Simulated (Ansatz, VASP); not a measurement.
This is a calculation of BN for VASP 6.6.1. The cell is a database's computed one, not the measured one.

Contents of INCAR:

```
ALGO     = Normal         # electronic algorithm
EDIFF    = 1E-6           # SCF threshold, eV
EDIFFG   = -0.01          # ionic threshold
ENCUT    = 600            # plane-wave cutoff, eV
GGA      = RE             # functional
IBRION   = 2              # ionic algorithm
ISIF     = 3              # what is computed and relaxed
ISMEAR   = -1             # smearing method
IVDW     = 13             # dispersion correction
LASPH    = True           # aspherical terms in the spheres
LCHARG   = False          # write CHGCAR
LREAL    = False          # projectors in reciprocal space
LWAVE    = False          # write WAVECAR
NELM     = 60             # most SCF steps
NSW      = 60             # ionic steps
PREC     = Accurate       # precision mode
SIGMA    = 0.05           # smearing width, eV
```

Contents of KPOINTS:

```
k-points
0
Gamma
  13 13 13
```

POSCAR

```
BN
1.0
    0.0000000000      1.8130010000      1.8130010000
    1.8130010000      0.0000000000      1.8130010000
    1.8130010000      1.8130010000      0.0000000000
N B
1 1
Direct
    0.2500000000      0.2500000000      0.2500000000
    0.0000000000      0.0000000000      0.0000000000
```

Potentials or basis: VASP PAW PBE potentials, release 64 (N, B).

Launch:

```bash
$ cat potpaw_PBE.64/N/POTCAR potpaw_PBE.64/B/POTCAR > POTCAR
$ mpirun -np 1 vasp_std > vasp.out
```

Q: What does the same run look like in Ansatz 0.2.0? Potentials or basis there: Ansatz PAW, cutoff 420 eV.

A: As run (cutoffs and basis follow the program's own potentials, and thresholds, step limits or extra output files can differ):

File input.yaml:

```yaml
crystal:
  lattice:
    - [0.0, 1.813001, 1.813001]
    - [1.813001, 0.0, 1.813001]
    - [1.813001, 1.813001, 0.0]
  atoms:
    - { symbol: "N", position: [0.25, 0.25, 0.25] }
    - { symbol: B, position: [0.0, 0.0, 0.0] }
hamiltonian:
  xc: revpbe
  pseudopotentials: { kind: paw }
  dispersion: d4
kpoints:
  mp_grid: { grid: [13, 13, 13] }
scf:
  occupations: { method: fermi_dirac, width: 0.05 }
output:
  forces: true
  stress: true
  eigenvalues: true
  write_density: true
  write_potential: true
  elf: true
  volumetric_format: npy
relax:
  f_tol: 0.01
  max_steps: 40
  cell: { stress_tol: 0.05 }
```

Potentials or basis: Ansatz PAW.

The run is started by

```bash
$ ansatz run input.yaml --threads 2 --pin off --max-ram 5632MiB --backend cpu --events-out ev --progress --plain --runs-dir out
```

Both were run:

|  | VASP | Ansatz |
| --- | --- | --- |
| Relaxed volume | 5.81 Å³/atom | 5.81 Å³/atom |
| Relaxed cell | a = 2.542 Å, b = 2.542 Å, c = 2.542 Å, α = 60.00°, β = 60.00°, γ = 60.00° | a = 2.542 Å, b = 2.542 Å, c = 2.542 Å, α = 60.00°, β = 60.00°, γ = 60.00° |
| Space group after relaxing | F-43m (No. 216) | F-43m (No. 216) |
| Pressure after relaxing | 0.0 GPa | 0.0 GPa |

Ansatz's pressure holds a Pulay term of +0.98 GPa for its cutoff of 420 eV, which the other run lacks.

VASP's potentials were made for PBE. Ansatz's potentials were made for PBE.

Where Ansatz's input types no cutoff or centring, it takes its own default and a Γ-centred mesh.

Pressure is positive in compression.
